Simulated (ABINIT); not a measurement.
# ZrB2 (P6/mmm) in ABINIT: a series of runs

The runs below take ZrB2 through single point, with revPBE, PW91, WC, PBE.

Program: ABINIT 10.8.3 (patched build). These are calculated values, not measurements. Logs are shortened: lines on timing, memory, paths and dates and some standing lists are left out, and cuts for length are marked. The log counts tension as positive stress, the text compression.

## 1. The crystal as given

It takes space group P6/mmm (No. 191, hexagonal). The conventional cell has a = 3.170 Å, b = 3.170 Å, c = 3.533 Å, α = 90.00°, β = 90.00°, γ = 120.00°. Zr (site symmetry 6/mmm) is surrounded by 12 B at 2.54 Å. Around B (site symmetry -6m2) lie 3 B at 1.83 Å.

## 2. Single point, revPBE

File run.abi:

```
# Pseudopotentials
pp_dirpath "./"
pseudos "Zr.GGA_PBE-JTH.xml, B.GGA_PBE-JTH.xml"

# Structure
acell 3*1.0 Angstrom
rprim
     3.1700000000     0.0000000000     0.0000000000
    -1.5850000000     2.7453005300     0.0000000000
     0.0000000000     0.0000000000     3.5330000000
ntypat 2
znucl 40 5
natom 3
typat 1 2 2
xcart
     0.0000000000     0.0000000000     0.0000000000
     1.5850000002     0.9151001766     1.7665000000
    -0.0000000002     1.8302003534     1.7665000000 Angstrom

# Plane-wave basis
ecut 20.0
pawecutdg 40.0
pawxcdev 0

# k points
kptopt 1
ngkpt 10 10 8
nshiftk 1
shiftk 0.0 0.0 0.0

# Exchange and correlation
ixc 14

# Bands and occupations
nband 13
occopt 3
tsmear 0.05 eV

# SCF cycle
nstep 100
tolvrs 1.0e-9

# Output
iomode 3
prtwf 0
prtden 0
prteig 0
prtebands 0
enunit 2
```

Potentials or basis: JTH PAW PBE v2.0.

The run is started by

```console
$ abinit run.abi > log 2>&1
```

run.abo:

```text
.Version 10.8.3 of ABINIT
 Symmetries : space group P6/m m m (#191); Bravais hP (primitive hexag.)
================================================================================
 Values of the parameters that define the memory need of the present run
     intxc =       0    ionmov =       0      iscf =      17    lmnmax =      18
     lnmax =       6     mgfft =      30  mpssoang =       3    mqgrid =    3001
     natom =       3  nloc_mem =       2    nspden =       1   nspinor =       1
    nsppol =       1      nsym =      24    n1xccc =       1    ntypat =       2
    occopt =       3   xclevel =       2
       mpw =         908          nfft =       21870          nkpt =          70
 PAW method is used; the additional fine FFT grid is defined by:
   mgfftf=        40    nfftf =     51840
================================================================================
================================================================================

--------------------------------------------------------------------------------
------------- Echo of variables that govern the present computation ------------
--------------------------------------------------------------------------------
 -outvars: echo values of preprocessed input variables --------
            acell      1.8897261259E+00  1.8897261259E+00  1.8897261259E+00 Bohr
              amu      9.12240000E+01  1.08110000E+01
             ecut      2.00000000E+01 Hartree
           enunit           2
                       outvar_i_n : Printing only first  50 k-points.
              ixc          14
                       outvar_i_n : Printing only first  50 k-points.
         kptrlatt       10    0    0      0   10    0      0    0    8
          kptrlen      5.34112192E+01
            natom           3
            nband          13
            ngfft          27      27      30
          ngfftdg          36      36      40
             nkpt          70
            nstep         100
             nsym          24
           ntypat           2
                       prtocc : prtvol=0, do not print more k-points.
           occopt           3
        pawecutdg      4.00000000E+01 Hartree
         pawxcdev           0
           prtden           0
        prtebands           0
           prteig           0
            prtwf           0
            rprim      3.1700000000E+00  0.0000000000E+00  0.0000000000E+00
                      -1.5850000000E+00  2.7453005300E+00  0.0000000000E+00
                       0.0000000000E+00  0.0000000000E+00  3.5330000000E+00
          spgroup         191
           tolvrs      1.00000000E-09
           tsmear      1.83746611E-03 Hartree
            typat      1  2  2
           useylm           1
                       outvars : Printing only first  50 k-points.
           xangst      0.0000000000E+00  0.0000000000E+00  0.0000000000E+00
                       1.5850000000E+00  9.1510017667E-01  1.7665000000E+00
                      -5.8656783134E-17  1.8302003533E+00  1.7665000000E+00
            xcart      0.0000000000E+00  0.0000000000E+00  0.0000000000E+00
                       2.9952159096E+00  1.7292887117E+00  3.3382012014E+00
[... 155 lines left out ...]
 frms,max,avg= 9.2207239E-29 2.0851146E-28   0.000E+00  0.000E+00  0.000E+00 e/A
 length scales=  1.889726125908  1.889726125908  1.889726125908 bohr
              =  1.000000000000  1.000000000000  1.000000000000 angstroms
 Fermi (or HOMO) energy (hartree) =   0.45984   Average Vxc (hartree)=  -0.45694
 Eigenvalues (hartree) for nkpt=  70  k points:
 kpt#   1, nband= 13, wtk=  0.00125, kpt=  0.0000  0.0000  0.0000 (reduced coord)
  -1.32553   -0.52361   -0.50358   -0.50358   -0.00657    0.36644    0.36644    0.36807
   0.37626    0.58780    0.58780    0.61689    0.61691
      occupation numbers for kpt#   1
   2.00000    2.00000    2.00000    2.00000    2.00000    2.00000    2.00000    2.00000
   2.00000    0.00000    0.00000    0.00000    0.00000
 prteigrs : prtvol=0 or 1, do not print more k-points.

 Fermi (or HOMO) energy (eV) =  12.51291   Average Vxc (eV)= -12.43404
 Eigenvalues (   eV  ) for nkpt=  70  k points:
 kpt#   1, nband= 13, wtk=  0.00125, kpt=  0.0000  0.0000  0.0000 (reduced coord)
 -36.06942  -14.24814  -13.70301  -13.70301   -0.17889    9.97126    9.97126   10.01571
  10.23858   15.99479   15.99480   16.78649   16.78707
 prteigrs : prtvol=0 or 1, do not print more k-points.

--- !EnergyTerms
iteration_state     : {dtset: 1, }
comment             : Components of total free energy in Hartree
kinetic             :  1.57127936565831E+01
hartree             :  6.87427467535209E+00
xc                  : -9.12934144949373E+00
Ewald energy        : -4.82953939517116E+01
psp_core            :  2.08117475966509E+00
local_psp           : -3.20581997984938E+01
PAW spherical_terms :  1.15621309474689E+01
internal            : -5.32525611606300E+01
'-kT*entropy'       : -1.04778666456985E-04
total_energy        : -5.32526659392964E+01
total_energy_eV     : -1.44907886150239E+03
...

--- !EnergyTermsDC
iteration_state     : {dtset: 1, }
comment             : '"Double-counting" decomposition of free energy'
band_energy         : -3.05899868878083E+00
Ewald energy        : -4.82953939517116E+01
psp_core            :  2.08117475966509E+00
xc_dc               : -5.37751567014023E+00
PAW spherical_terms :  1.39816598186143E+00
internal            : -5.32525675691061E+01
'-kT*entropy'       : -1.04778666456985E-04
total_energy_dc     : -5.32526723477726E+01
total_energy_dc_eV  : -1.44907903588591E+03
...

--- !EnergyTermsWithPAWCore
iteration_state     : {dtset: 1, }
comment             : 'Components of total free energy, including PAW core contributions'
Total energy        : -3.64884578891310E+03
Total energy DC     : -3.64884579532158E+03
Total energy (eV)   : -9.92901521141356E+04
Total energy DC (eV): -9.92901522885191E+04
...

 Cartesian components of stress tensor (hartree/bohr^3)
  sigma(1 1)= -9.71019239E-05  sigma(3 2)=  0.00000000E+00
  sigma(2 2)= -9.71019240E-05  sigma(3 1)=  0.00000000E+00
  sigma(3 3)= -1.24383191E-04  sigma(2 1)=  0.00000000E+00

-Cartesian components of stress tensor (GPa)         [Pressure=  3.1244E+00 GPa]
- sigma(1 1)= -2.85683723E+00  sigma(3 2)=  0.00000000E+00
- sigma(2 2)= -2.85683724E+00  sigma(3 1)=  0.00000000E+00
- sigma(3 3)= -3.65947982E+00  sigma(2 1)=  0.00000000E+00

== END DATASET(S) ==============================================================
================================================================================

 -outvars: echo values of variables after computation  --------
            acell      1.8897261259E+00  1.8897261259E+00  1.8897261259E+00 Bohr
           etotal     -5.3252672348E+01
            fcart      4.6821979764E-31 -8.1098047862E-31 -0.0000000000E+00
                      -9.3643959528E-31 -3.2439219145E-30 -0.0000000000E+00
                       4.6821979764E-31  4.0549023931E-30 -0.0000000000E+00
            rprim      3.1700000000E+00  0.0000000000E+00  0.0000000000E+00
                      -1.5850000000E+00  2.7453005300E+00  0.0000000000E+00
                       0.0000000000E+00  0.0000000000E+00  3.5330000000E+00
           strten     -9.7101923948E-05 -9.7101923973E-05 -1.2438319098E-04
                       0.0000000000E+00  0.0000000000E+00  0.0000000000E+00
           xangst      0.0000000000E+00  0.0000000000E+00  0.0000000000E+00
                       1.5850000000E+00  9.1510017667E-01  1.7665000000E+00
                      -5.8656783134E-17  1.8302003533E+00  1.7665000000E+00
             xred      0.0000000000E+00  0.0000000000E+00  0.0000000000E+00
                       6.6666666667E-01  3.3333333333E-01  5.0000000000E-01
                       3.3333333333E-01  6.6666666667E-01  5.0000000000E-01
 Calculation completed.
```

It took 27 s on 1 thread of Arm Neoverse V1, shared host; peak memory 0.12 GiB.

What came out:

| Property | Result |
| --- | --- |
| Free energy | -1449.0790 eV |
| Pressure | 3.1 GPa |
| Band gap on the k mesh | none (metal or under the smearing width) |
| Valence electrons inside the program's atomic spheres | Zr 9.12; B 1.81 |

Levels at points of the mesh, in eV from the Fermi level:
```
           k point  band 7  band 8  band 9  band 10  band 11  band 12
(0.00, 0.00, 0.00)   -2.54   -2.50   -2.27     3.48     3.48     4.27
(0.50, 0.00, 0.00)   -3.82   -2.97   -2.60     2.32     2.39     5.00
(0.00, 0.00, 0.50)   -0.87   -0.87    0.41     0.41     0.86     0.86
(0.50, 0.00, 0.50)   -4.53   -4.05   -1.94     3.83     4.14     5.37
```

Caveat: the PAW data sets were made with another functional, which shifts forces and pressure a little.

## 3. Single point, PW91

run.abi, as its differences from that of step 2:

```diff
@@ -31,3 +31,3 @@
 # Exchange and correlation
-ixc 14
+ixc -109134
```

Potentials or basis: JTH PAW PBE v2.0.

The run is started by

```console
$ abinit run.abi > log 2>&1
```

Wall time 32 s (1 thread of Arm Neoverse V1, shared host); peak memory 0.12 GiB.

The run converged. Its results:

| Item | Value |
| --- | --- |
| Free energy | -1453.4420 eV |
| Pressure | 0.5 GPa |
| Band gap on the k mesh | none (metal or under the smearing width) |
| Valence electrons inside the program's atomic spheres | Zr 9.13; B 1.82 |

Stress tensor (GPa, compression positive):
```
-0.05  0.00  0.00
 0.00 -0.05  0.00
 0.00  0.00  1.71
```

Levels at points of the mesh, in eV from the Fermi level:
| k point | band 6 | band 7 | band 8 | band 9 | band 10 | band 11 | band 12 | band 13 |
| --- | --- | --- | --- | --- | --- | --- | --- | --- |
| (0.00, 0.00, 0.00) | -2.55 | -2.55 | -2.48 | -2.26 | 3.46 | 3.46 | 4.22 | 4.22 |
| (0.50, 0.00, 0.00) | -8.43 | -3.81 | -2.97 | -2.58 | 2.31 | 2.37 | 4.96 | 5.05 |
| (0.00, 0.00, 0.50) | -6.86 | -0.89 | -0.89 | 0.42 | 0.42 | 0.85 | 0.85 | 1.90 |
| (0.50, 0.00, 0.50) | -6.90 | -4.52 | -4.03 | -1.91 | 3.80 | 4.19 | 5.33 | 6.29 |

Caveat: the PAW data sets were made with another functional, which shifts forces and pressure a little.

## 4. Single point, WC

run.abi, as its differences from that of step 3:

```diff
@@ -31,3 +31,3 @@
 # Exchange and correlation
-ixc -109134
+ixc 23
```

The run is started by

```console
$ abinit run.abi > log 2>&1
```

Run time: 27 s. Hardware: 1 thread of Arm Neoverse V1, shared host; peak memory 0.12 GiB.

Results (log left out):

```yaml
Free_energy: -1452.2851 eV
Pressure: -3.6 GPa
Band_gap_on_the_k_mesh: none (metal or under the smearing width)
Valence_electrons_inside_the_program's_atomic_spheres: Zr 9.13; B 1.81
```

Stress tensor (GPa, compression positive):
```
-3.78  0.00  0.00
 0.00 -3.78  0.00
 0.00  0.00 -3.30
```

Levels at points of the mesh, in eV from the Fermi level:
| k point | band 6 | band 7 | band 8 | band 9 | band 10 | band 11 | band 12 | band 13 |
| --- | --- | --- | --- | --- | --- | --- | --- | --- |
| (0.00, 0.00, 0.00) | -2.53 | -2.53 | -2.51 | -2.23 | 3.48 | 3.48 | 4.27 | 4.27 |
| (0.50, 0.00, 0.00) | -8.37 | -3.80 | -2.94 | -2.60 | 2.35 | 2.39 | 5.02 | 5.10 |
| (0.00, 0.00, 0.50) | -6.87 | -0.85 | -0.85 | 0.42 | 0.42 | 0.86 | 0.86 | 1.91 |
| (0.50, 0.00, 0.50) | -6.87 | -4.51 | -4.04 | -1.89 | 3.82 | 4.20 | 5.39 | 6.36 |

Caveat: the PAW data sets were made with another functional, which shifts forces and pressure a little.

## 5. Single point, PBE

File run.abi:

```
pp_dirpath "./"
pseudos "Zr.upf, B.upf"

acell 5.9904318151 5.9904318151 6.6764023983
rprim
     1.0000000000     0.0000000000     0.0000000000
    -0.5000000000     0.8660254038     0.0000000000
     0.0000000000     0.0000000000     1.0000000000
ntypat 2
znucl 40 5
natom 3
typat 1 2 2
xcart
     0.0000000000     0.0000000000     0.0000000000
     2.9952159078     1.7292887103     3.3382011992
    -0.0000000003     3.4585774212     3.3382011992

ecut 28.0

kptopt 1
ngkpt 8 8 6
nshiftk 1
shiftk 0.0 0.0 0.0

ixc 11

nband 13
occopt 3
tsmear 0.00183747

nstep 100
tolvrs 1.0e-10

iomode 3
prtwf 0
prteig 0
prtebands 0
prtden 1
prtvha 1
prtvclmb 1
prtpot 1
prtelf 1
```

Potentials or basis: PseudoDojo NC SR PBE v0.4.1 standard.

The run is started by

```console
$ mpirun --bind-to none -np 4 abinit run.abi > log 2>&1
```

It took 6.8 s on 4 MPI ranks of Arm Neoverse V1, shared host; peak memory 0.24 GiB.

It converged, with:

- Free energy: -1540.5262 eV
- Band gap on the k mesh: none (metal or under the smearing width)
- Valence electrons inside the program's atomic spheres: Zr 8.43; B 2.63

Levels at points of the mesh, in eV from the Fermi level:
```csv
k point,band 6,band 7,band 8,band 9,band 10,band 11,band 12,band 13
"(0.00, 0.00, 0.00)",-2.78,-2.78,-2.72,-2.49,3.25,3.25,4.03,4.03
"(0.50, 0.00, 0.00)",-8.66,-4.04,-3.21,-2.82,2.10,2.17,4.78,4.85
"(0.00, 0.00, 0.50)",-7.11,-1.11,-1.11,0.19,0.19,0.64,0.64,1.68
"(0.50, 0.00, 0.50)",-7.15,-4.76,-4.27,-2.16,3.59,3.96,5.15,6.24
```

Caveat: the cutoff is too short for stress, so the log's stress isn't used.

## 6. The runs side by side

| level | potentials or basis | k mesh | cutoff (eV) | fine-grid cutoff | gap on the mesh (eV) | pressure (GPa) |
| --- | --- | --- | --- | --- | --- | --- |
| revPBE | JTH PAW PBE v2.0 | 10 × 10 × 8 | 544 | 1088.46 eV | none | 3.1 |
| PW91 | JTH PAW PBE v2.0 | 10 × 10 × 8 | 544 | 1088.46 eV | none | 0.5 |
| WC | JTH PAW PBE v2.0 | 10 × 10 × 8 | 544 | 1088.46 eV | none | -3.6 |
| PBE | PseudoDojo NC SR PBE v0.4.1 standard | 8 × 8 × 6 | 762 | - | none | - |

Alike in all rows: task single point; no spin polarisation; cell as given; smearing fermi-dirac 0.05 eV.

Caveats: the PAW data sets were made with another functional, which shifts forces and pressure a little (some runs).

Absolute energies hang on the potentials; compare differences alone.
